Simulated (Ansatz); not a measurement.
The geometry is COD entry 2106877, unchecked; take it as a test cell.

An input for O: DFT, PBE, all-electron LAPW, scalar-relativistic (Ansatz 0.2.0).

```yaml
crystal:
  lattice:
    - [0.0, 2.10755, 3.34485]
    - [1.47835, 0.0, 3.34485]
    - [1.47835, 2.10755, 0.0]
  atoms:
    - { symbol: O, position: [0.0871, 0.0871, 0.9129] }
    - { symbol: O, position: [0.9129, 0.9129, 0.0871] }
kpoints:
  mp_grid: { grid: [12, 12, 12] }
  band_path:
    path:
      - [0.0, 0.0, 0.0]
      - [0.5, 0.0, 0.5]
      - [1.0, 0.5, 0.5]
      - [0.5, 0.5, 0.0]
      - [0.0, 0.0, 0.0]
      - [0.0, 0.4218456627, 0.4218456627]
      - [1.0, 0.5781543373, 0.5781543373]
      - [1.0, 0.5, 0.5]
      - [0.5, 0.0, 0.5]
    npoints: 8
scf:
  occupations: { method: fermi_dirac, width: 0.03 }
hamiltonian:
  xc: pbe
  pseudopotentials: { kind: all_electron, lapw: { basis_error: 0.001 } }
output:
  forces: true
  stress: true
  eigenvalues: true
  fatbands: true
  populations: true
  dos: { projected: true, de: 0.2, e_range: [-14, 8] }
```

Set-up and iterations as logged by Ansatz (the results part is left out, to be predicted):

```
O: projections on atomic orbitals take those of the free atom 1s2 2s2 2p4, of charge +0.00 (hamiltonian.pseudopotentials.projection_atoms)
LAPW: plane waves up to 15.804 Å⁻¹, error target 1.0e-3 eV per atom; small_component_spin mean_spin; O in spheres of 0.583 Å, 8 of its electrons in bands, Dirac shells []
Engine: ansatz 0.2.0
Pseudopotentials: kind: all_electron
Pseudopotential: O, LAPW, valence charge 8, Koelling and Harmon's equation, gaussian nucleus
Functional definition: PBE
  parameter kappa = 0.804
  parameter beta = 0.06672455060314922
  exchange = pbe_x(kappa = kappa, mu = beta*pi^2/3)
  correlation = pbe_c(beta = beta)
Crystal: 2 atoms, lattice volume = 20.843 Å³
Basis set: ecut = 951.5996689917243 eV, 1405 PW (Γ), FFT grids on a1−a2, a2, a3, exchange–correlation at level 2
Bands: 12, of which v1, the nominal top of the filled ones, is band 8 counted from 1 (7 counted from 0)
Symmetry: 8 space group operations
Space group: Fmmm (ITA 69), of the structure as read, at distance tolerance 2.8e-5 Å
k-points: 280 of 1728
Non-local potential: O, projectors of the file, none
Initial density: superposition of atomic densities (chi_scale 0.1, normalization cell)
Initial wavefunctions: plane waves of lowest kinetic energy (no species holds an atomic orbital)
Functional: x = pbe(κ = 0.804, μ = 0.2195149727645171), c = pbe(β = 0.06672455060314922)
iter 1 solved again at ethr=3.28e-3 eV; its pass at ethr=1.00e-1 eV (dr2=5.24e-1 eV) is discarded
SCF iter   1: F=—  HF=-4091.619628 eV  |F-HF|=—  |Δ(HF+E_count)|=         —  Δρ=6.69e-2  dr2=5.20e-1  ethr=3.28e-3  ⟨swp⟩=2.1  Hψ=21712  notcnv=0
SCF iter   2: F=—  HF=-4091.425915 eV  |F-HF|=—  |Δ(HF+E_count)|=   1.94e-1  Δρ=3.25e-2  dr2=1.57e-1  ethr=3.25e-3  ⟨swp⟩=2.0  Hψ=8402  notcnv=0
iter 3 solved again at ethr=2.37e-5 eV; its pass at ethr=9.79e-4 eV (dr2=3.79e-3 eV) is discarded
SCF iter   3: F=—  HF=-4091.368787 eV  |F-HF|=—  |Δ(HF+E_count)|=   5.71e-2  Δρ=5.38e-3  dr2=3.80e-3  ethr=2.37e-5  ⟨swp⟩=2.0  Hψ=17971  notcnv=0
SCF iter   4: F=—  HF=-4091.369083 eV  |F-HF|=—  |Δ(HF+E_count)|=         —  Δρ=1.63e-3  dr2=3.93e-4  ethr=2.37e-5  ⟨swp⟩=3.0  Hψ=9854  notcnv=0
the basis was enlarged: its passes take 4.7 MiB over the memory plan, 1 of 1 planned eigensolver slots
SCF iter   5: F=—  HF=-4091.368965 eV  |F-HF|=—  |Δ(HF+E_count)|=   1.18e-4  Δρ=2.34e-4  dr2=4.90e-6  ethr=2.46e-6  ⟨swp⟩=3.0  Hψ=9494  notcnv=0
SCF iter   6: F=-4091.368968 eV  HF=-4091.368968 eV  |F-HF|=4.72e-8  |Δ(HF+E_count)|=   3.47e-6  Δρ=3.28e-5  dr2=9.12e-8  ethr=3.06e-8  ⟨swp⟩=3.0  Hψ=8880  notcnv=0
```

Solid oxygen carries moments on its molecules; these runs leave spin out.

What pressure will this run report?

13.01 GPa (positive in compression).

How large will the largest force be?

3.845 eV/Å.

Is there a band gap?

none: bands cross the Fermi level, a metal.
